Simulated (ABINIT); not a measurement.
A run of ABINIT 10.8.3 (patched build):

File run.abi:

```
# Datasets: ground state, then fixed potential
ndtset 2

# Pseudopotentials
pp_dirpath "./"
pseudos "As.GGA_PBE-JTH_sp.xml, B.GGA_PBE-JTH.xml"

# Structure
acell 3*1.0
rprim
     0.0000000000     4.5136108487     4.5136108487
     4.5136108487     0.0000000000     4.5136108487
     4.5136108487     4.5136108487     0.0000000000
ntypat 2
znucl 33 5
natom 2
typat 1 2
xred
     0.7500000000     0.7500000000     0.7500000000
     0.0000000000     0.0000000000     0.0000000000

# Plane-wave basis
ecut 18.0
pawecutdg 36.0

# Exchange and correlation
ixc -497498
usekden 1
pawxcdev 0

# Bands and occupations
occopt 3
tsmear 0.05 eV

# SCF cycle
nstep 100

# Output
iomode 3
prtwf 0
prteig 0
prtebands 0
prtden1 1
prtkden1 1
prtvha1 1
prtvclmb1 1
prtpot1 1

# Dataset 1
kptopt1 1
ngkpt1 10 10 10
nshiftk1 1
shiftk1 0.0 0.0 0.0
nband1 8
tolvrs1 1.0e-7

# Dataset 2: bands along G-X-W-K-G-L-U-W-L-K
iscf2 -2
getden2 1
getkden2 1
nband2 12
nbdbuf2 2
tolwfr2 1.0e-12
kptopt2 -9
ndivsm2 5
prteig2 1
prtvol2 -3
kptbounds2
     0.0000000000     0.0000000000     0.0000000000
     0.5000000000     0.0000000000     0.5000000000
     0.5000000000     0.2500000000     0.7500000000
     0.3750000000     0.3750000000     0.7500000000
     0.0000000000     0.0000000000     0.0000000000
     0.5000000000     0.5000000000     0.5000000000
     0.6250000000     0.2500000000     0.6250000000
     0.5000000000     0.2500000000     0.7500000000
     0.5000000000     0.5000000000     0.5000000000
     0.3750000000     0.3750000000     0.7500000000
```

Potentials or basis: JTH PAW PBE v2.0 sp.

Command:

```sh
$ abinit run.abi > log 2>&1
```

Hardware: 1 thread of Arm Neoverse V2, with other jobs on the host.

**Question.** Estimate the wall time of this run.

**Answer.** Wall time 59 s on 1 thread of Arm Neoverse V2, on a shared host, peak memory 0.11 GiB. Counts: scf iterations 8, k points 47, bands 8, plane waves 684.
